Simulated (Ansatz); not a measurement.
# Manganese, fcc under r²SCAN: structure, energy and stiffness

What does r²SCAN give for manganese in the fcc structure? We relax it, solve it on a dense k-mesh, switch on spin-orbit coupling, then scale the cell to 7 volumes from 88 to 112 % of the relaxed one and try a fit of the equation of state. The start is antiferromagnetic (type I, layers along [001]). The k-meshes are 12×12×9 for the relaxation; 17×17×16 for the dense run; 10×10×10 for spin-orbit coupling; 12×12×11 for the volumes.

Computed with Ansatz 0.2.0 (DFT r2SCAN, plane waves (500 eV) with PAW, scalar-relativistic; PAW files made under PBE, frozen cores solved again for the functional, unless a step says otherwise).

## Step 1: Starting point

Symmetry: Fm-3m, No. 225, cubic system. The conventional cell has a = 3.609 Å, b = 3.609 Å, c = 3.609 Å, α = 90.00°, β = 90.00°, γ = 90.00°. Mn (site symmetry m-3m) has 12 Mn at 2.55 Å as nearest neighbours.

As a file:

```
CELL_PARAMETERS angstrom
2.55179 0.00000 0.00000
0.00000 2.55179 0.00000
0.00000 0.00000 3.60878
ATOMIC_POSITIONS crystal
Mn 0.00000 0.00000 0.00000
Mn 0.50000 0.50000 0.50000
```

Starting moments (μB): +3, -3.

## Step 2: Relaxation of the cell

The input, input.yaml:

```yaml
crystal:
  lattice:
    - [2.5517904449, 0.0, 0.0]
    - [0.0, 2.5517904449, 0.0]
    - [0.0, 0.0, 3.6087766556]
  atoms:
    - { symbol: Mn, position: [0.0, 0.0, 0.0], spin: 3.0 }
    - { symbol: Mn, position: [0.5, 0.5, 0.5], spin: -3.0 }
hamiltonian:
  xc: r2scan
  pseudopotentials:
    kind: paw
    azcp:
      Mn: "pseudopotentials/Mn.paw.azcp"
basis:
  ecutwfc: 500
  fft_grid_basis: typed
kpoints:
  mp_grid: { grid: [12, 12, 9], shift: [0, 0, 0] }
magnetization:
  spin_polarized: true
scf:
  occupations: { method: fermi_dirac, width: 0.05 }
relax:
  max_steps: 60
  f_tol: 0.01
  cell: {}
```

Command:

```sh
$ ansatz run input.yaml --threads 1 --pin off --max-ram 3584MiB --backend cpu --events-out ev --progress --plain --runs-dir out
```

The runs that follow: Dense single point; With spin-orbit coupling; The cell scaled to 88 % of its volume; The cell scaled to 92 % of its volume; The cell scaled to 96 % of its volume; The cell scaled to 100 % of its volume; The cell scaled to 104 % of its volume; The cell scaled to 108 % of its volume; The cell scaled to 112 % of its volume.

Q: Predict the outcome of this session. Wanted: space group; conventional cell; volume; shortest distance; gap on the mesh; magnetic state; relative to alpha-Mn; magnetic state with spin-orbit coupling; V₀, B₀, B₀′.

**Answer**, as computed:

```
                                 quantity                                      value
           space group (spins left aside)                           I4/mmm (No. 139)
                        conventional cell     a = 3.077 Å, c = 3.160 Å (c/a = 1.027)
                                   volume                             14.964 Å³/atom
                        shortest distance                                    2.689 Å
                          gap on the mesh               none (levels filled in part)
                           magnetic state  antiferromagnetic, up to 3.84 μB per atom
relative to alpha-Mn (A12), ferrimagnetic                              -110 meV/atom
  magnetic state with spin-orbit coupling  antiferromagnetic, up to 3.54 μB per atom
                              V₀, B₀, B₀′                14.963 Å³/atom, 79 GPa, 3.5
```

In words: From the guessed start the volume grew by 27.4 % in 16 steps. The cell has left its prototype: it ends as I4/mmm. What follows belongs to that structure, not to the type named at the start. It lies 110 meV/atom below the element's reference form at the same level (alpha-Mn (A12), ferrimagnetic, from a run of its own), so this level prefers it, against what is seen in nature. It ends antiferromagnetic, with up to 3.84 μB per atom. No gap shows: it is a metal or semimetal at this level. In the spin-orbit run the largest spin moment goes from 3.84 to 3.54 μB; mesh and site projection of the two kinds of run can differ, so the change can't be laid on spin-orbit coupling. The total energy of the spin-orbit run lies +1.1 eV/atom from the scalar one, but the two kinds of run don't share a zero of energy: only differences within one kind count. B₀ comes out at 79 GPa; letting shape and positions relax at each volume could only lower it.
